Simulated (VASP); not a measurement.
**In under changes of volume**

One of the cells (25.593 Å³/atom); the others are scaled copies at fixed shape and fractional positions:

```
CELL_PARAMETERS angstrom
-1.65269 1.65269 2.34253
1.65269 -1.65269 2.34253
1.65269 1.65269 -2.34253
ATOMIC_POSITIONS crystal
In 0.00000 0.00000 0.00000
```

```yaml
Program: VASP 6.6.1
Functional: PBEsol
Potentials_or_basis: VASP PAW PBE potentials, release 64 (In_d)
Cutoff: 520 eV
k_mesh: 10 × 10 × 10
Occupations: fermi-dirac, width 0.05 eV
Spin: no spin polarisation
```

```tsv
volume (Å³/atom)	energy over the lowest point (meV/atom)	pressure (GPa)
24.570	6.15	2.0
25.081	1.38	0.8
25.593	0.00	-0.2
26.105	?	?
26.617	5.87	-1.8
```

What does the run at 26.105 Å³/atom give?

Energy over the lowest point 1.61 meV/atom; pressure -1.1 GPa.

Worked out: A Birch-Murnaghan fit of order 2 (a polynomial in V^(-2/3)) to the other rows has its minimum at 25.57 Å³/atom with B0 = V·E''(V) = 47 GPa at fixed shape and positions, which overstates the stiffness. It gives 1.57 meV/atom at 26.105 Å³/atom, against the run's 1.61, and -dE/dV = -0.9 GPa, against -1.1.

Energies are extrapolated to zero smearing.

Caveats: the PAW data sets were made with another functional, which shifts forces and pressure a little.
